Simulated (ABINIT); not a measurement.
Al, 1 atom in the cell. The structure is cubic, space group Fm-3m (No. 225). Conventional cell: a = 4.050 Å, b = 4.050 Å, c = 4.050 Å, α = 90.00°, β = 90.00°, γ = 90.00°. Around Al (site symmetry m-3m) lie 12 Al at 2.86 Å. 

| Item | Value |
| --- | --- |
| Program | ABINIT 10.8.3 (patched build) |
| Task | equation of state |
| Functional | LDA-VWN |
| Potentials or basis | PseudoDojo NC SR LDA v0.4.1 standard |
| Cutoff | 599 eV |
| k mesh | 11 × 11 × 11 |
| Occupations | fermi-dirac, width 0.05 eV |
| Spin | no spin polarisation |

Potentials or basis: PseudoDojo NC SR LDA v0.4.1 standard.

Launch:

```console
$ abinit run.abi > log 2>&1
```

Hardware: 1 thread of Arm Neoverse N1, on a shared host.

**Question.** How long does it take, and how much memory?

**Answer.** Run time: 32 s on 1 thread of Arm Neoverse N1, with other jobs on the host, peak memory 0.11 GiB. Counts: scf iterations 36, k points 56, bands 6, plane waves 534.
